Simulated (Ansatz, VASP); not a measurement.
**Ir: VASP beside Ansatz**

```xyz
1
Lattice="0.0000 1.9463 1.9463 1.9463 0.0000 1.9463 1.9463 1.9463 0.0000" Properties=species:S:1:pos:R:3 pbc="T T T"
Ir    0.0000    0.0000    0.0000
```

Alike in both runs: task single point; functional PBEsol; k mesh 18 × 18 × 18; occupations gaussian, width 0.1 eV; no spin polarisation.

|  | VASP | Ansatz |
| --- | --- | --- |
| version | VASP 6.6.1 | Ansatz 0.2.0 |
| potentials or method | VASP PAW PBE potentials, release 64 (Ir) | scalar-relativistic, plane waves, PAW |
| plane-wave cutoff (eV) | 520 | 420 |
| valence electrons in the cell | 9 | 17 |

```tsv
	VASP	Ansatz	Ansatz less VASP
gap on the k mesh at the Fermi level (eV)	none	none	-
pressure (GPa)	-16.0	-16.6	-0.58
```

A gap of «none» marks a metal or a gap that the smearing closes. The functional is the same, so the differences come from potentials, cutoffs and numerics. The two sets of potentials don't hold the same shells in valence.

Caveats: so large a pressure means that the cell lies far from this level's equilibrium, or that cutoff or potentials fall short (VASP); the potentials were made for another functional, which shifts forces and pressure (VASP). Spin-orbit coupling is left out, which matters for the levels of Ir.
